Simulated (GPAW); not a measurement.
Input of a GPAW 26.7.0 run:

Contents of run.py:

```python
import spglib
from ase import Atoms
from ase.dft.bandgap import bandgap
from ase.io import read, write
from ase.units import GPa
from gpaw import GPAW, PW

atoms = read('ZrC.cif')
cell, positions, numbers = spglib.find_primitive(
    (atoms.cell[:], atoms.get_scaled_positions(), atoms.numbers), symprec=1e-4)
atoms = Atoms(numbers, cell=cell, scaled_positions=positions, pbc=True)

calc = GPAW(mode=PW(600),
            xc='PBE',
            kpts={'size': (8, 8, 8), 'gamma': True},
            occupations={'name': 'fermi-dirac', 'width': 0.05},
            nbands=18,
            maxiter=120,
            txt='gpaw.txt')
atoms.calc = calc
energy = atoms.get_potential_energy()
forces = atoms.get_forces()
stress = atoms.get_stress()
calc.write('gs.gpw')
write('result.traj', atoms)
print(f'Energy: {energy:.6f} eV')
print('Forces (eV/A):')
print(forces.round(4))
print('Stress (GPa):', (stress / GPa).round(3))
print('Fermi level:', round(calc.get_fermi_level(), 4), 'eV')
print(f'Gap: {bandgap(calc)[0]:.4f} eV, direct: {bandgap(calc, direct=True)[0]:.4f} eV')
```

The input ZrC.cif:

```cif
data_ZrC
_cell_length_a 4.73000000
_cell_length_b 4.73000000
_cell_length_c 4.73000000
_cell_angle_alpha 90.00000000
_cell_angle_beta 90.00000000
_cell_angle_gamma 90.00000000
_space_group_name_H-M_alt 'Fm-3m'
_space_group_name_Hall '-F 4 2 3'
_space_group_IT_number 225
loop_
_space_group_symop_operation_xyz
'x,y,z'
'-x,-y,-z'
'-y,x,z'
'y,-x,-z'
'-x,-y,z'
'x,y,-z'
'y,-x,z'
'-y,x,-z'
'x,-y,-z'
'-x,y,z'
'-y,-x,-z'
'y,x,z'
'-x,y,-z'
'x,-y,z'
'y,x,-z'
'-y,-x,z'
'z,x,y'
'-z,-x,-y'
'z,-y,x'
'-z,y,-x'
'z,-x,-y'
'-z,x,y'
'z,y,-x'
'-z,-y,x'
'-z,x,-y'
'z,-x,y'
'-z,-y,-x'
'z,y,x'
'-z,-x,y'
'z,x,-y'
'-z,y,x'
'z,-y,-x'
'y,z,x'
'-y,-z,-x'
'x,z,-y'
'-x,-z,y'
'-y,z,-x'
'y,-z,x'
'-x,z,y'
'x,-z,-y'
'-y,-z,x'
'y,z,-x'
'-x,-z,-y'
'x,z,y'
'y,-z,-x'
'-y,z,x'
'x,-z,y'
'-x,z,-y'
'x,y+1/2,z+1/2'
'-x,-y+1/2,-z+1/2'
'-y,x+1/2,z+1/2'
'y,-x+1/2,-z+1/2'
'-x,-y+1/2,z+1/2'
'x,y+1/2,-z+1/2'
'y,-x+1/2,z+1/2'
'-y,x+1/2,-z+1/2'
'x,-y+1/2,-z+1/2'
'-x,y+1/2,z+1/2'
'-y,-x+1/2,-z+1/2'
'y,x+1/2,z+1/2'
'-x,y+1/2,-z+1/2'
[... 41 lines left out ...]
'y+1/2,-x,z+1/2'
'-y+1/2,x,-z+1/2'
'x+1/2,-y,-z+1/2'
'-x+1/2,y,z+1/2'
'-y+1/2,-x,-z+1/2'
'y+1/2,x,z+1/2'
'-x+1/2,y,-z+1/2'
'x+1/2,-y,z+1/2'
'y+1/2,x,-z+1/2'
'-y+1/2,-x,z+1/2'
'z+1/2,x,y+1/2'
'-z+1/2,-x,-y+1/2'
'z+1/2,-y,x+1/2'
'-z+1/2,y,-x+1/2'
'z+1/2,-x,-y+1/2'
'-z+1/2,x,y+1/2'
'z+1/2,y,-x+1/2'
'-z+1/2,-y,x+1/2'
'-z+1/2,x,-y+1/2'
'z+1/2,-x,y+1/2'
'-z+1/2,-y,-x+1/2'
'z+1/2,y,x+1/2'
'-z+1/2,-x,y+1/2'
'z+1/2,x,-y+1/2'
'-z+1/2,y,x+1/2'
'z+1/2,-y,-x+1/2'
'y+1/2,z,x+1/2'
'-y+1/2,-z,-x+1/2'
'x+1/2,z,-y+1/2'
'-x+1/2,-z,y+1/2'
'-y+1/2,z,-x+1/2'
'y+1/2,-z,x+1/2'
'-x+1/2,z,y+1/2'
'x+1/2,-z,-y+1/2'
'-y+1/2,-z,x+1/2'
'y+1/2,z,-x+1/2'
'-x+1/2,-z,-y+1/2'
'x+1/2,z,y+1/2'
'y+1/2,-z,-x+1/2'
'-y+1/2,z,x+1/2'
'x+1/2,-z,y+1/2'
'-x+1/2,z,-y+1/2'
'x+1/2,y+1/2,z'
'-x+1/2,-y+1/2,-z'
'-y+1/2,x+1/2,z'
'y+1/2,-x+1/2,-z'
'-x+1/2,-y+1/2,z'
'x+1/2,y+1/2,-z'
'y+1/2,-x+1/2,z'
'-y+1/2,x+1/2,-z'
'x+1/2,-y+1/2,-z'
'-x+1/2,y+1/2,z'
'-y+1/2,-x+1/2,-z'
'y+1/2,x+1/2,z'
'-x+1/2,y+1/2,-z'
'x+1/2,-y+1/2,z'
'y+1/2,x+1/2,-z'
'-y+1/2,-x+1/2,z'
'z+1/2,x+1/2,y'
'-z+1/2,-x+1/2,-y'
'z+1/2,-y+1/2,x'
'-z+1/2,y+1/2,-x'
'z+1/2,-x+1/2,-y'
'-z+1/2,x+1/2,y'
'z+1/2,y+1/2,-x'
'-z+1/2,-y+1/2,x'
'-z+1/2,x+1/2,-y'
'z+1/2,-x+1/2,y'
'-z+1/2,-y+1/2,-x'
'z+1/2,y+1/2,x'
'-z+1/2,-x+1/2,y'
'z+1/2,x+1/2,-y'
'-z+1/2,y+1/2,x'
'z+1/2,-y+1/2,-x'
'y+1/2,z+1/2,x'
'-y+1/2,-z+1/2,-x'
'x+1/2,z+1/2,-y'
'-x+1/2,-z+1/2,y'
'-y+1/2,z+1/2,-x'
'y+1/2,-z+1/2,x'
'-x+1/2,z+1/2,y'
'x+1/2,-z+1/2,-y'
'-y+1/2,-z+1/2,x'
'y+1/2,z+1/2,-x'
'-x+1/2,-z+1/2,-y'
'x+1/2,z+1/2,y'
'y+1/2,-z+1/2,-x'
'-y+1/2,z+1/2,x'
'x+1/2,-z+1/2,y'
'-x+1/2,z+1/2,-y'
loop_
_atom_site_label
_atom_site_type_symbol
_atom_site_symmetry_multiplicity
_atom_site_Wyckoff_symbol
_atom_site_fract_x
_atom_site_fract_y
_atom_site_fract_z
_atom_site_occupancy
Zr1 Zr 4 b 0.5000000000 0.0000000000 0.0000000000 1
C1 C 4 a 0.0000000000 0.0000000000 0.0000000000 1
```

Potentials or basis: GPAW PAW data sets (gpaw-data 1.2.1), pw.

Run with:

```console
$ OMP_NUM_THREADS=1 python run.py
```

Task: Estimate the band gap on the k mesh.

Result: None (metal or under the smearing width).

Task: What does it give for the pressure?

Result: -3.8 GPa.

Caveat: the cutoff is short for stress and forces, so pressures can be off by a GPa or more.
